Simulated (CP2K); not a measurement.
Here is a CP2K 2026.2 calculation.

The input sc_scf.inp:

```
&GLOBAL
  PROJECT sc_scf
  RUN_TYPE ENERGY_FORCE
  PRINT_LEVEL LOW
&END GLOBAL
&FORCE_EVAL
  METHOD QS
  STRESS_TENSOR ANALYTICAL
  &DFT
    BASIS_SET_FILE_NAME BASIS_MOLOPT_UZH
    POTENTIAL_FILE_NAME POTENTIAL_UZH
    &MGRID
      CUTOFF 450
      REL_CUTOFF 60
      NGRIDS 4
    &END MGRID
    &QS
      METHOD GPW
      EPS_DEFAULT 1.0E-10
    &END QS
    &KPOINTS
      SCHEME MONKHORST-PACK 10 10 10
      GAMMA_CENTERED T
      SYMMETRY T
      SYMMETRY_BACKEND SPGLIB
    &END KPOINTS
    &SCF
      SCF_GUESS ATOMIC
      EPS_SCF 1.0E-6
      MAX_SCF 100
      ADDED_MOS 11
      CHOLESKY OFF
      EPS_EIGVAL 1.0E-7
      &DIAGONALIZATION ON
        ALGORITHM STANDARD
      &END DIAGONALIZATION
      &MIXING ON
        METHOD BROYDEN_MIXING
        ALPHA 0.4
        BETA 1.5
        NBUFFER 8
      &END MIXING
      &SMEAR ON
        METHOD FERMI_DIRAC
        ELECTRONIC_TEMPERATURE 580.23
      &END SMEAR
    &END SCF
    &XC
      &XC_FUNCTIONAL PBE
      &END XC_FUNCTIONAL
    &END XC
    &PRINT
      &KPOINTS ON
      &END KPOINTS
      &MULLIKEN ON
      &END MULLIKEN
      &MO ON
        ENERGIES T
        OCCUPATION_NUMBERS T
        &EACH
          QS_SCF 0
        &END EACH
        ADD_LAST NUMERIC
      &END MO
      &LOWDIN ON
      &END LOWDIN
      &HIRSHFELD ON
        SHAPE_FUNCTION DENSITY
      &END HIRSHFELD
      &E_DENSITY_CUBE ON
        STRIDE 1
      &END E_DENSITY_CUBE
      &V_HARTREE_CUBE ON
        STRIDE 1
      &END V_HARTREE_CUBE
      &ELF_CUBE ON
        STRIDE 1
      &END ELF_CUBE
    &END PRINT
  &END DFT
  &SUBSYS
    &CELL
      A 3.1961226510 0.0000000000 0.0000000000
      B 1.5980613255 2.7679234093 0.0000000000
      C 1.5980613255 0.9226411364 2.6096232167
      PERIODIC XYZ
    &END CELL
    &COORD
      SCALED
      Sc  0.0000000000 0.0000000000 0.0000000000
    &END COORD
    &KIND Sc
      BASIS_SET TZVP-MOLOPT-PBE-GTH-q11
      POTENTIAL GTH-PBE-q11
    &END KIND
    &PRINT
      &ATOMIC_COORDINATES ON
      &END ATOMIC_COORDINATES
      &CELL ON
      &END CELL
    &END PRINT
  &END SUBSYS
  &PRINT
    &FORCES ON
    &END FORCES
    &STRESS_TENSOR ON
    &END STRESS_TENSOR
  &END PRINT
&END FORCE_EVAL
```

Potentials or basis: POTENTIAL_UZH Sc GTH-PBE-q11; TZVP-MOLOPT-PBE-GTH basis.

Run with:

```console
$ OMP_NUM_THREADS=1 cp2k.psmp -i sc_scf.inp -o sc_scf.out
```

Question: What does it give for the band gap on the k mesh?

Answer: None (metal or under the smearing width).

Question: Predict the pressure.

Answer: 3.7 GPa.

Caveat: the basis of atomic orbitals isn't converged, which shifts pressures, moduli and gaps.
